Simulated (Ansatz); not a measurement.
Au under changes of volume

One of the cells (19.549 Å³/atom); the others are scaled copies at fixed shape and fractional positions:

```
Au
1.0
     2.81549    0.00000    0.00000
    -0.01296    2.82018    0.00000
    -1.13789   -1.18541    4.92401
Au
2
Direct
  0.67286 0.66596 0.27405
  0.32714 0.33404 0.72594
```

This isn't the form of Au at room conditions, which is fcc.

- Program: Ansatz 0.2.0
- Functional: HSE06
- Potentials or basis: Ansatz PAW
- Cutoff: 420 eV (not typed: the program's choice for these potentials)
- k mesh: 6 × 6 × 4
- Occupations: fermi-dirac, width 0.05 eV
- Spin: no spin polarisation

```csv
volume (Å³/atom),energy over the lowest point (meV/atom),pressure (GPa),largest force (eV/Å)
18.376,?,?,?
18.767,0.00,0.6,0.059
19.158,1.89,-2.0,0.056
19.549,9.74,-4.3,0.064
19.940,22.72,-6.2,0.080
20.331,40.00,-7.8,0.100
20.722,60.84,-9.2,0.120
```

**Question.** What does the run at 18.376 Å³/atom give?

**Answer.** Energy over the lowest point 5.00 meV/atom; pressure 3.6 GPa; largest force 0.073 eV/Å.

Worked out: A Birch-Murnaghan fit of order 3 (a polynomial in V^(-2/3)) to the other rows has its minimum at 18.85 Å³/atom with B0 = V·E''(V) = 135 GPa and B' = 6.8 at fixed shape and positions, which overstates the stiffness. It gives 5.21 meV/atom at 18.376 Å³/atom, against the run's 5.00, and -dE/dV = 3.7 GPa, against 3.6.

Energies are extrapolated to zero smearing.

Caveats: all runs use coarse meshes; the PAW data sets come from PBE, with cores solved anew for the run's functional, which leaves a small shift of forces and pressure; the thresholds are loose for stress.
